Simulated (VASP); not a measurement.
## Al: single point with r2SCAN

Al:

```
CELL_PARAMETERS angstrom
0.00000 2.05161 2.05161
2.05161 0.00000 2.05161
2.05161 2.05161 0.00000
ATOMIC_POSITIONS crystal
Al 0.00000 0.00000 0.00000
```

The cell isn't the ideal one: a relaxed cell with its volume scaled by 1.09.

| Quantity | Value |
| --- | --- |
| Program | VASP 6.6.1 |
| Task | single point |
| Functional | r2SCAN |
| Potentials or basis | VASP PAW PBE potentials, release 64 (Al) |
| Cutoff | 520 eV |
| k mesh | 18 × 18 × 18 |
| Occupations | gaussian, width 0.1 eV |
| Spin | no spin polarisation |

| Quantity | Value |
| --- | --- |
| Pressure | -6.5 GPa |
| Band gap on the k mesh | none (metal or under the smearing width) |

Levels at points of the mesh, in eV from the Fermi level:
| k point | band 1 | band 2 | band 3 | band 4 |
| --- | --- | --- | --- | --- |
| (0.00, 0.00, 0.00) | -11.52 | 13.07 | 13.07 | 13.07 |
| (0.50, 0.00, 0.00) | -4.81 | -4.47 | 11.81 | 11.81 |
| (0.50, 0.50, 0.00) | -3.05 | -1.63 | 5.46 | 5.78 |

Run time: 2.4 min on 1 thread of AMD EPYC 9R14 (Zen 4) (shared host), peak memory 0.11 GiB.

Caveat: the PAW data sets were made with another functional, which shifts forces and pressure a little.
